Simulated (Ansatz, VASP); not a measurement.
# Sb: VASP beside Ansatz

The input INCAR:

```
ALGO = Normal
EDIFF = 1E-6
ENCUT = 520
GGA = PS
ISIF = 2
ISMEAR = 0
LASPH = True
LCHARG = True
LELF = True
LREAL = False
LVHAR = True
LWAVE = False
NBANDS = 8
NELM = 100
PREC = Accurate
SIGMA = 0.15
```

KPOINTS

```
k-points
0
Gamma
  16 16 16
```

The input POSCAR:

```
Sb
1.0
    3.1600000000      0.0000000000      0.0000000000
    0.0000000000      2.9704000000      0.0000000000
    0.0000000000      0.0000000000      3.1600000000
Sb
1
Direct
    0.0000000000      0.0000000000      0.0000000000
```

Input for Ansatz:

```yaml
crystal:
  lattice:
    - [3.16, 0.0, 0.0]
    - [0.0, 2.9704, 0.0]
    - [0.0, 0.0, 3.16]
  atoms:
    - { symbol: Sb, position: [0.0, 0.0, 0.0] }
basis:
  ecutwfc: 420
kpoints:
  mp_grid: { grid: [16, 16, 16] }
hamiltonian:
  xc: pbesol
scf:
  occupations: { method: gaussian, width: 0.15 }
output:
  forces: true
  stress: true
  eigenvalues: true
```

Change from the starting cell: strain -0.0600 x Voigt [0, 1, 0, 0, 0, 0], atoms carried along.

Alike in both runs: task single point; functional PBEsol; k mesh 16 × 16 × 16; occupations gaussian, width 0.15 eV; no spin polarisation.

|  | VASP | Ansatz |
| --- | --- | --- |
| version | VASP 6.6.1 | Ansatz 0.2.0 |
| potentials or method | VASP PAW PBE potentials, release 64 (Sb) | scalar-relativistic, plane waves, PAW |
| plane-wave cutoff (eV) | 520 | 420 |
| valence electrons in the cell | 5 | 15 |

Ansatz gave:

| Property | Result |
| --- | --- |
| gap on the k mesh at the Fermi level (eV) | none |
| pressure (GPa) | -1.6 |
| largest component of the traceless stress (GPa) | 4.69 |

**Question.** Which values does VASP return?

**Answer.** gap on the k mesh at the Fermi level (eV): none; pressure (GPa): -1.4; largest component of the traceless stress (GPa): 4.75.

A gap of «none» marks a metal or a gap that the smearing closes. The two sets of potentials don't hold the same shells in valence.

Caveats: the PAW data sets were made with another functional, which shifts forces and pressure a little (VASP). Spin-orbit coupling is left out, which matters for the levels of Sb.
